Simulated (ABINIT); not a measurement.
# La2O3 (P-3m1) in ABINIT: a series of runs

The runs below take La2O3 through phonons, with LDA.

Program: ABINIT 10.8.3 (patched build). These are calculated values, not measurements. Logs are shortened: lines on timing, memory, paths and dates and some standing lists are left out, and cuts for length are marked. The log counts tension as positive stress, the text compression.

### 1 The crystal as given

It takes space group P-3m1 (No. 164, trigonal). Conventional cell: a = 3.931 Å, b = 3.931 Å, c = 6.112 Å, α = 90.00°, β = 90.00°, γ = 120.00°. La (site symmetry 3m) is surrounded by 4 O at 2.36 to 2.44 Å. O (site symmetry -3m) is surrounded by 6 La at 2.72 Å. Around O (site symmetry 3m) lie 4 La at 2.36 to 2.44 Å.

The cell is a database's computed one.

### 2 Phonons, LDA

Input file run.abi:

```
# Datasets
ndtset 3

# Pseudopotentials
pp_dirpath "./"
pseudos "La.LDA_PW-JTH.xml, O.LDA_PW-JTH.xml"

# Structure
acell 7.4280936462 7.4280936462 11.5499182392
rprim
     1.0000000000     0.0000000000     0.0000000000
    -0.5000000000     0.8660254038     0.0000000000
     0.0000000000     0.0000000000     1.0000000000
ntypat 2
znucl 57 8
natom 5
typat 1 1 2 2 2
xred
            1/3            2/3   0.2462356800
            2/3            1/3   0.7537643200
            0.0            0.0            0.0
            1/3            2/3   0.6458906500
            2/3            1/3   0.3541093500

# Plane-wave basis
ecut 19.0
pawecutdg 38.0

# k points
ngkpt 6 6 4
nshiftk 1
shiftk 0.0 0.0 0.5

# Exchange and correlation
ixc 7

# Bands and occupations
nband 20
occopt 1

# SCF cycle
nstep 80
diemac 6.0

# Output
prteig 0
prtebands 0
prtwf 0
prtden 0
prtpot 0

# Dataset 1: ground state
kptopt1 1
tolvrs1 1.0e-11
prtwf1 1
tolwfr1 1.0e-15

# Dataset 2: derivatives of the wave functions by k
iscf2 -3
rfelfd2 2
rfdir2 1 1 1
getwfk2 1
kptopt2 2
nqpt2 1
qpt2 0.0 0.0 0.0
tolwfr2 1.0e-18
prtwf2 1

# Dataset 3: response at q = 0 to electric field, atomic displacements
rfelfd3 3
rfphon3 1
rfatpol3 1 5
rfdir3 1 1 1
getwfk3 1
getddk3 2
kptopt3 2
nqpt3 1
qpt3 0.0 0.0 0.0
tolvrs3 1.0e-8
```

Input file mrgddb.in:

```
merged_DDB
La2O3
2
runo_DS1_DDB
runo_DS3_DDB
```

Input file anaddb.abi:

```
ddb_filepath "merged_DDB"
output_file "anaddb.abo"
outdata_prefix "ana"
asr 1
chneut 1
dipdip 1
dieflag 1
enunit 0
nfreq 1
frmin 0.0
frmax 0.0
eivec 0
nph1l 1
qph1l 0.0 0.0 0.0 1.0
nph2l 3
qph2l
  1.0 0.0 0.0 0.0
  0.0 1.0 0.0 0.0
  0.0 0.0 1.0 0.0
```

Potentials or basis: JTH PAW LDA v2.0.

The run is started by

```
$ mpirun --bind-to none -np 4 abinit run.abi > log 2>&1
$ mrgddb < mrgddb.in > mrgddb.log 2>&1
$ anaddb anaddb.abi > anaddb.log 2>&1
```

run.abo:

```text
.Version 10.8.3 of ABINIT
 DATASET    1 : space group P-3 m 1 (#164); Bravais hP (primitive hexag.)
================================================================================
 Values of the parameters that define the memory need for DATASET  1.
     intxc =       0    ionmov =       0      iscf =      17    lmnmax =      32
     lnmax =       8     mgfft =      48  mpssoang =       4    mqgrid =    3206
     natom =       5  nloc_mem =       2    nspden =       1   nspinor =       1
    nsppol =       1      nsym =      12    n1xccc =       1    ntypat =       2
    occopt =       1   xclevel =       1
       mpw =        2219          nfft =       43200          nkpt =          20
Pmy_natom=         2
 PAW method is used; the additional fine FFT grid is defined by:
   mgfftf=        72    nfftf =    145800
================================================================================
================================================================================

 DATASET    2 : space group P-3 m 1 (#164); Bravais hP (primitive hexag.)
================================================================================
 Values of the parameters that define the memory need for DATASET  2 (RF).
     intxc =       0      iscf =      -3    lmnmax =      32     lnmax =       8
     mgfft =      48  mpssoang =       4    mqgrid =    3001     natom =       5
  nloc_mem =       2    nspden =       1   nspinor =       1    nsppol =       1
      nsym =      12    n1xccc =       1    ntypat =       2    occopt =       1
   xclevel =       1
      nfft =       43200          nkpt =          72
Pmy_natom=         2
================================================================================
================================================================================

 DATASET    3 : space group P-3 m 1 (#164); Bravais hP (primitive hexag.)
================================================================================
 Values of the parameters that define the memory need for DATASET  3 (RF).
     intxc =       0      iscf =       7    lmnmax =      32     lnmax =       8
     mgfft =      48  mpssoang =       4    mqgrid =    3001     natom =       5
  nloc_mem =       2    nspden =       1   nspinor =       1    nsppol =       1
      nsym =      12    n1xccc =       1    ntypat =       2    occopt =       1
   xclevel =       1
      nfft =       43200          nkpt =          72
Pmy_natom=         2
================================================================================
================================================================================

--------------------------------------------------------------------------------
------------- Echo of variables that govern the present computation ------------
--------------------------------------------------------------------------------
 -outvars: echo values of preprocessed input variables --------
            acell      7.4280936462E+00  7.4280936462E+00  1.1549918239E+01 Bohr
              amu      1.38905500E+02  1.59994000E+01
           diemac      6.00000000E+00
             ecut      1.90000000E+01 Hartree
           getddk1          0
           getddk2          0
           getddk3          2
           getwfk1          0
           getwfk2          1
           getwfk3          1
             iscf1         17
             iscf2         -3
             iscf3          7
              ixc           7
           jdtset        1    2    3
                       outvar_i_n : Printing only first  50 k-points.
           kptopt1          1
           kptopt2          2
           kptopt3          2
         kptrlatt        6    0    0      0    6    0      0    0    4
          kptrlen      4.45685619E+01
            natom           5
            nband1         20
            nband2         20
            nband3         20
           ndtset           3
            ngfft          30      30      48
          ngfftdg          45      45      72
             nkpt1         20
             nkpt2         72
             nkpt3         72
             nqpt1          0
             nqpt2          1
             nqpt3          1
            nstep          80
             nsym          12
           ntypat           2
        optdriver1          0
        optdriver2          1
        optdriver3          1
        pawecutdg      3.80000000E+01 Hartree
           prtden           0
        prtebands           0
           prteig           0
            prtwf1          1
            prtwf2          1
            prtwf3          0
[... 931 lines left out ...]

--------------------------------------------------------------------------------
[... 34 lines left out ...]
 2DEtotal=   -0.4904039945E+02 Ha. Also 2DEtotal=   -0.133445725106E+04 eV
    (  non-var. 2DEtotal :   -4.9040399717E+01 Ha)
================================================================================

 ---- first-order wavefunction calculations are completed ----

 ==> Compute Derivative Database <==
 The violation of the charge neutrality conditions
 by the effective charges is as follows :
    atom        electric field
 displacement     direction
       1               1        0.023938        0.000000
       1               2        0.000000        0.000000
       1               3       -0.000000        0.000000
       2               1        0.000000        0.000000
       2               2        0.023938        0.000000
       2               3        0.000000        0.000000
       3               1       -0.000000        0.000000
       3               2       -0.000000        0.000000
       3               3        0.025226        0.000000

 Effective charge tensors after
 imposition of the charge neutrality (if requested by user),
 and eventual restriction to some part :
   atom    displacement
         1         1    4.184644E+00   -1.340139E-12    1.678995E-12
         1         2   -8.799688E-12    4.184644E+00    4.993077E-12
         1         3   -1.298268E-11    3.144347E-13    3.814413E+00
         2         1    4.184644E+00   -3.602651E-13   -3.414132E-12
         2         2    1.184987E-11    4.184644E+00   -4.242135E-12
         2         3   -5.398877E-11   -3.001354E-11    3.814413E+00
         3         1   -2.690694E+00    9.384549E-13    6.151794E-13
         3         2   -2.844802E-12   -2.690694E+00    5.824321E-13
         3         3    2.655779E-11    7.593461E-12   -2.567485E+00
         4         1   -2.839297E+00    1.898680E-13    5.303175E-13
         4         2   -5.059024E-13   -2.839297E+00   -9.401142E-13
         4         3    2.033874E-11    1.085433E-11   -2.530671E+00
         5         1   -2.839297E+00    5.720815E-13    5.896399E-13
         5         2    3.005209E-13   -2.839297E+00   -3.932601E-13
         5         3    2.007491E-11    1.125131E-11   -2.530671E+00
 Now, the imaginary part of the dynamical matrix is zeroed

  Dynamical matrix, in cartesian coordinates,
   if specified in the inputs, asr has been imposed
     j1       j2             matrix element
  dir pert dir pert     real part    imaginary part

   1    1   1    1         0.0609925036         0.0000000000
   1    1   1    2        -0.0082175672         0.0000000000
   1    1   1    3         0.0014931555         0.0000000000
   1    1   1    4        -0.0089707748         0.0000000000
   1    1   1    5        -0.0452973172         0.0000000000
[... 79 lines left out ...]
   3    5   3    1        -0.0445873571         0.0000000000
   3    5   3    2         0.0037894241         0.0000000000
   3    5   3    3        -0.0317960233         0.0000000000
   3    5   3    4        -0.0059174016         0.0000000000
   3    5   3    5         0.0785113579         0.0000000000

  Dielectric tensor, in cartesian coordinates,
     j1       j2             matrix element
  dir pert dir pert     real part    imaginary part

   1    7   1    7         4.8603823436        -0.0000000000

   2    7   2    7         4.8603823437        -0.0000000000

   3    7   3    7         4.7730943589        -0.0000000000

  Effective charges, in cartesian coordinates,
  (from electric field response)
   if specified in the inputs, charge neutrality has been imposed
     j1       j2             matrix element
  dir pert dir pert     real part    imaginary part

   1    1   1    7         4.1846442031         0.0000000000
   1    2   1    7         4.1846442031         0.0000000000
   1    3   1    7        -2.6906941232         0.0000000000
   1    4   1    7        -2.8392971417         0.0000000000
   1    5   1    7        -2.8392971417         0.0000000000
[... 7 lines left out ...]
   3    1   3    7         3.8144132098         0.0000000000
   3    2   3    7         3.8144132098         0.0000000000
   3    3   3    7        -2.5674845540         0.0000000000
   3    4   3    7        -2.5306709330         0.0000000000
   3    5   3    7        -2.5306709330         0.0000000000

  Effective charges, in cartesian coordinates,
  (from phonon response)
   if specified in the inputs, charge neutrality has been imposed
     j1       j2             matrix element
  dir pert dir pert     real part    imaginary part

   1    7   1    1         4.1846434089         0.0000000000

   2    7   2    1         4.1846434090         0.0000000000
[... 23 lines left out ...]
   2    7   2    5        -2.8392962306         0.0000000000

   3    7   3    5        -2.5306714790         0.0000000000

  Warning: The rigid-atom proper piezoelectric tensor
  from  electric field response requires nsym=1

  Phonon wavevector (reduced coordinates) :  0.00000  0.00000  0.00000
 Phonon energies in Hartree :
   0.000000E+00  0.000000E+00  0.000000E+00  4.590527E-04  4.590527E-04
   7.624254E-04  7.624254E-04  8.239746E-04  8.364273E-04  1.618578E-03
   1.618578E-03  1.743334E-03  1.768540E-03  1.768540E-03  1.946096E-03
 Phonon frequencies in cm-1    :
   0.000000E+00  0.000000E+00  0.000000E+00  1.007504E+02  1.007504E+02
   1.673330E+02  1.673330E+02  1.808415E+02  1.835746E+02  3.552368E+02
   3.552368E+02  3.826176E+02  3.881497E+02  3.881497E+02  4.271187E+02
[... 23 lines left out ...]
  Phonon at Gamma, with non-analyticity in the
  direction (cartesian coordinates)  0.00000  0.00000  1.00000
 Phonon energies in Hartree :
   0.000000E+00  0.000000E+00  0.000000E+00  4.590527E-04  4.590527E-04
   7.624254E-04  7.624254E-04  8.364273E-04  1.618578E-03  1.618578E-03
   1.743334E-03  1.745697E-03  1.768540E-03  1.768540E-03  2.267195E-03
 Phonon frequencies in cm-1    :
   0.000000E+00  0.000000E+00  0.000000E+00  1.007504E+02  1.007504E+02
   1.673330E+02  1.673330E+02  1.835746E+02  3.552368E+02  3.552368E+02
   3.826176E+02  3.831363E+02  3.881497E+02  3.881497E+02  4.975917E+02

== END DATASET(S) ==============================================================
================================================================================

 -outvars: echo values of variables after computation  --------
            acell      7.4280936462E+00  7.4280936462E+00  1.1549918239E+01 Bohr
           etotal1    -1.1321091659E+02
           etotal2    -1.2536747070E+01
           etotal3    -4.9040399449E+01
            fcart1     2.8999582950E-28  3.0137250640E-28  1.8633320932E-03
                      -2.8999582950E-28 -7.0320251493E-28 -1.8633320932E-03
                      -0.0000000000E+00  1.3394333618E-28 -0.0000000000E+00
                       5.7999165900E-28 -2.0091500427E-28 -4.5945089641E-04
                      -5.7999165900E-28  4.6880167662E-28  4.5945089641E-04
            fcart3     0.0000000000E+00  0.0000000000E+00  0.0000000000E+00
                       0.0000000000E+00  0.0000000000E+00  0.0000000000E+00
                       0.0000000000E+00  0.0000000000E+00  0.0000000000E+00
                       0.0000000000E+00  0.0000000000E+00  0.0000000000E+00
                       0.0000000000E+00  0.0000000000E+00  0.0000000000E+00
            rprim      1.0000000000E+00  0.0000000000E+00  0.0000000000E+00
                      -5.0000000000E-01  8.6602540380E-01  0.0000000000E+00
                       0.0000000000E+00  0.0000000000E+00  1.0000000000E+00
           strten1     2.0091306657E-04  2.0091306590E-04  1.9071338020E-04
                       0.0000000000E+00  0.0000000000E+00  0.0000000000E+00
           strten3     0.0000000000E+00  0.0000000000E+00  0.0000000000E+00
                       0.0000000000E+00  0.0000000000E+00  0.0000000000E+00
           xangst     -8.9533885904E-17  2.2694356645E+00  1.5049810301E+00
                       1.9653889377E+00  1.1347178323E+00  4.6069724857E+00
                       0.0000000000E+00  0.0000000000E+00  0.0000000000E+00
                      -8.9533885904E-17  2.2694356645E+00  3.9476536291E+00
                       1.9653889377E+00  1.1347178323E+00  2.1642998867E+00
             xred      3.3333333333E-01  6.6666666667E-01  2.4623568000E-01
                       6.6666666667E-01  3.3333333333E-01  7.5376432000E-01
                       0.0000000000E+00  0.0000000000E+00  0.0000000000E+00
                       3.3333333333E-01  6.6666666667E-01  6.4589065000E-01
                       6.6666666667E-01  3.3333333333E-01  3.5410935000E-01
 Calculation completed.
```

Wall time 7.1 min (4 MPI ranks of Arm Neoverse V2, shared host); peak memory 1 GiB.

What came out:

```yaml
Free_energy: -3080.6260 eV
Pressure: -5.8 GPa
Largest_force: 0.096 eV/Å
Electronic_dielectric_tensor_diagonal: 4.86, 4.86, 4.77
Born_charges_mean_of_the_diagonal: La +4.06; O -2.65, -2.74 e
Highest_phonon_frequency_at_Γ_LO-TO_splitting_left_out: 427 cm⁻¹
Static_dielectric_tensor_diagonal: 29.29, 29.29, 29.08
```

Forces on the atoms (eV/Å):
```
La   0.000  0.000  0.096
La   0.000  0.000 -0.096
O    0.000  0.000  0.000
O    0.000  0.000 -0.024
O    0.000  0.000  0.024
```

Stress tensor (GPa, compression positive):
```
-5.91  0.00  0.00
 0.00 -5.91  0.00
 0.00  0.00 -5.61
```

Phonon frequencies in cm⁻¹ (negative: imaginary):
```tsv
q point	frequencies
(0.000, 0.000, 0.000)	0 0 0 101 101 167 167 181 184 355 355 383 388 388 427
```

Electronic dielectric tensor:
```
4.86 0.00 0.00
0.00 4.86 0.00
0.00 0.00 4.77
```

Born effective charge tensors (e):
atom 1, La
```
4.18 0.00 0.00
0.00 4.18 0.00
0.00 0.00 3.81
```
atom 2, La
```
4.18 0.00 0.00
0.00 4.18 0.00
0.00 0.00 3.81
```
atom 3, O
```
-2.69  0.00  0.00
 0.00 -2.69  0.00
 0.00  0.00 -2.57
```
atom 4, O
```
-2.84  0.00  0.00
 0.00 -2.84  0.00
 0.00  0.00 -2.53
```
atom 5, O
```
-2.84  0.00  0.00
 0.00 -2.84  0.00
 0.00  0.00 -2.53
```

Zone-centre frequencies with the macroscopic field, by direction of approach (cm⁻¹):
```
direction                                            frequencies
(1, 0, 0)  0 0 0 101 101 167 181 184 269 355 383 388 388 427 542
(0, 1, 0)  0 0 0 101 101 167 181 184 269 355 383 388 388 427 542
(0, 0, 1)  0 0 0 101 101 167 167 184 355 355 383 383 388 388 498
```

Static dielectric tensor, electrons and zone-centre modes:
```
29.29  0.00  0.00
 0.00 29.29  0.00
 0.00  0.00 29.08
```

Caveat: the atoms weren't relaxed first, which shifts response properties; the cell is more than 3 GPa from zero pressure, which shifts response properties.

[end of part 1 of 2]
